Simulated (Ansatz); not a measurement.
Level of theory: DFT PBE, scalar-relativistic, plane waves, PAW in Ansatz. All cells share a 420 eV cutoff and Γ-centred k meshes spaced at most about 0.3 Å⁻¹ (about 0.25 or finer for metals, 2π included). No spin polarisation.

Temperature and zero-point effects are left out.

Two forms of AlP5 were relaxed alike.

A.

```yaml
crystal:
  lattice:
    - [7.92043, 0.00000, 0.00000]
    - [-3.96022, 6.85930, 0.00000]
    - [0.00000, 0.00000, 2.38713]
  atoms:
    - { symbol: Al, position: [0.00000, 0.00000, 0.50000] }
    - { symbol: P, position: [0.50000, 0.00000, 0.50000] }
    - { symbol: P, position: [0.00000, 0.50000, 0.50000] }
    - { symbol: P, position: [0.50000, 0.50000, 0.50000] }
    - { symbol: P, position: [0.33333, 0.66667, 0.50000] }
    - { symbol: P, position: [0.66667, 0.33333, 0.50000] }
```

B.

```yaml
crystal:
  lattice:
    - [3.31831, 0.00000, 0.00000]
    - [-1.65915, 2.87374, 0.00000]
    - [0.00000, 0.00000, 9.78147]
  atoms:
    - { symbol: Al, position: [0.00000, 0.00000, 0.00000] }
    - { symbol: P, position: [0.33333, 0.66667, 0.82785] }
    - { symbol: P, position: [0.00000, 0.00000, 0.66757] }
    - { symbol: P, position: [0.33333, 0.66667, 0.50000] }
    - { symbol: P, position: [0.00000, 0.00000, 0.33243] }
    - { symbol: P, position: [0.33333, 0.66667, 0.17215] }
```

**Question.** Which would you expect to be lower, and how large is the difference?

**Answer.** B is lower, by 256 meV/atom. A has space group P6/mmm (No. 191), 21.6 Å³/atom and no gap on its mesh; B has space group P-6m2 (No. 187), 15.5 Å³/atom and no gap. Counting P atoms around Al (those within 1.25 times the shortest such distance or 1.15 times the sum of covalent radii; a plus sign parts nearer from farther groups; the shortest distance is added where it is long for a bond), A has Al 6+18 from 4.0 Å and B has Al 6. A holds P–P bonds in all directions (shortest 2.29 Å); in B the shortest P–P distance is 2.48 Å, near bonding range too. The denser one is the lower, and pressure would at first widen the difference. Even the lower one lies +0.24 eV/atom against the reference forms of the elements (uncorrected), so neither is stable at this level. Both come from invented guesses.

Cells relaxed within their symmetry can be saddle points.
